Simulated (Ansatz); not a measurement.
## Which of these structures of Re lies lowest?

Level of theory: DFT, PBE, all-electron LAPW, scalar-relativistic (Ansatz 0.2.0).

Each cell is taken as listed (from a database or a relaxation; residual pressures are under 0.6 GPa and forces under 0.08 eV/Å), on meshes of about 0.2 Å⁻¹ spacing; energies are extrapolated to zero smearing, with no zero-point or thermal terms. Other structures, the observed one among them, may be missing from this set and lie lower. No run is spin-polarised.

Spin polarisation is left out, and whether a magnetic state lies lower isn't shown here.

Spin–orbit coupling is left out, though it moves levels of the heavy atoms by tenths of an eV or more.

Order the structures by energy per atom, lowest first, and give the differences.
A.
Space group Im-3m (No. 229). a = 3.114 Å, b = 3.114 Å, c = 3.114 Å, α = 90.00°, β = 90.00°, γ = 90.00°
| atom | site | symmetry | x | y | z |
| --- | --- | --- | --- | --- | --- |
| Re | 2a | m-3m | 0.0000 | 0.0000 | 0.0000 |
(bcc type, relaxed by us; 15×15×15 mesh on the primitive cell, smearing 0.05 eV, P = 0.1 GPa)
B.
Space group P6_3/mmc (No. 194). a = 2.775 Å, b = 2.775 Å, c = 4.486 Å, α = 90.00°, β = 90.00°, γ = 120.00°
| atom | site | symmetry | x | y | z |
| --- | --- | --- | --- | --- | --- |
| Re | 2c | -6m2 | 0.3333 | 0.6667 | 0.2500 |
(hcp type, relaxed by us; 14×14×8 mesh on the primitive cell, smearing 0.08 eV, P = 0.1 GPa)

B (0 meV/atom), A (325 meV/atom).
